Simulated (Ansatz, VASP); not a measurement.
Two plane-wave programs on NiO

Contents of INCAR:

```
  ALGO = Normal
  EDIFF = 1E-6
  ENCUT = 520
  GGA = PE
  ISIF = 2
  ISMEAR = -1
  ISPIN = 2
  LASPH = T
  LCHARG = T
  LELF = T
  LMAXMIX = 4
  LORBIT = 11
  LREAL = F
  LVHAR = T
  LWAVE = F
  MAGMOM = 1 0
  NBANDS = 19
  NELM = 150
  PREC = Accurate
  SIGMA = 0.05
```

File KPOINTS:

```
k-points
0
Gamma
  10 10 10
```

File POSCAR:

```
NiO
1.0
    0.0000000000      2.2986717382      2.2986717382
    2.2986717382      0.0000000000      2.2986717382
    2.2986717382      2.2986717382      0.0000000000
Ni O
1 1
Direct
    0.0000000000      0.0000000000      0.0000000000
    0.2500000000      0.2500000000      0.2500000000
```

File input.yaml:

```yaml
crystal:
  lattice:
    - [0.0, 2.2986717382, 2.2986717382]
    - [2.2986717382, 0.0, 2.2986717382]
    - [2.2986717382, 2.2986717382, 0.0]
  atoms:
    - { symbol: Ni, position: [0.0, 0.0, 0.0], spin: 1.0 }
    - { symbol: O, position: [0.25, 0.25, 0.25] }
hamiltonian:
  xc: pbe
  pseudopotentials: { kind: paw }
magnetization:
  spin_polarized: true
kpoints:
  mp_grid: { grid: [10, 10, 10] }
scf:
  occupations: { method: fermi_dirac, width: 0.05 }
output:
  forces: true
  stress: true
  eigenvalues: true
```

Measurements of this composition are mostly on another form, of space group No. 225.

Alike in both runs: task single point; functional PBE; k mesh 10 × 10 × 10; occupations fermi-dirac, width 0.05 eV; collinear spin.

|  | VASP | Ansatz |
| --- | --- | --- |
| version | VASP 6.6.1 | Ansatz 0.2.0 |
| potentials or method | VASP PAW PBE potentials, release 64 (Ni, O) | Ansatz PAW |
| plane-wave cutoff (eV) | 520 | 420 |
| valence electrons in the cell | 16 | 24 |

```csv
,VASP,Ansatz,Ansatz less VASP
gap on the k mesh at the Fermi level (eV),none,none,-
pressure (GPa),-9.1,-9.5,-0.33
net moment per atom (μB),0.99,0.99,+0.003
size of the moment on the site where the two differ most (μB),1.54,1.51,-0.032
```

Site moments also hang on the region over which each program counts them. A gap of «none» marks a metal or a gap that the smearing closes. The two sets of potentials don't hold the same shells in valence.

Caveats: a cell with one magnetic atom can't hold antiferromagnetic order, which such compounds often take; semilocal functionals often make such compounds metallic where correlation or magnetic order opens a gap, which also shifts bond lengths; the pressure holds a Pulay correction of +0.6 GPa for the finite cutoff (Ansatz).
